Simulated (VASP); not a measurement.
# Al2O3 in VASP: the effect of functional

The system is Al2O3.

```xyz
10
Lattice="4.6138 0.0000 0.0000 0.0000 9.5633 0.0000 0.0000 0.0000 3.1199" Properties=species:S:1:pos:R:3 pbc="T T T"
Al    4.5352    7.8856    0.0000
Al    0.0785    1.6777    0.0000
Al    2.2283    6.4593    1.5599
Al    2.3854    3.1040    1.5599
O     2.3069    4.7816    1.5599
O     0.5704    7.2016    1.5599
O     1.7365    2.4200    0.0000
O     2.8773    7.1433    0.0000
O     0.0000    0.0000    0.0000
O     4.0434    2.3617    1.5599
```

Measurements of this composition are mostly on another form, of space group No. 167.

Alike in all runs:

```yaml
Program: VASP 6.6.1
Task: band structure
Cutoff: 520 eV
k_mesh: 5 × 3 × 7
Occupations: fermi-dirac, width 0.05 eV
Spin: no spin polarisation
```

Task: One run gave: gap on the mesh 3.35 eV; pressure -5.9 GPa; largest force 0.19 eV/Å. Which functional did it use?
A. PBEsol
B. RPBE
C. PBE
D. LDA

Result: D.

```tsv
functional	potentials or basis	gap on the mesh (eV)	pressure (GPa)	largest force (eV/Å)
LDA	VASP PAW LDA potentials, release 64 (Al, O)	3.35	-5.9	0.19
PBE	VASP PAW PBE potentials, release 64 (Al, O)	3.51	-0.1	0.19
PBEsol	VASP PAW PBE potentials, release 64 (Al, O)	3.42	-2.4	0.17
RPBE	VASP PAW PBE potentials, release 64 (Al, O)	3.68	2.6	0.21
```

Caveats: the PAW data sets were made with another functional, which shifts forces and pressure a little (some runs).

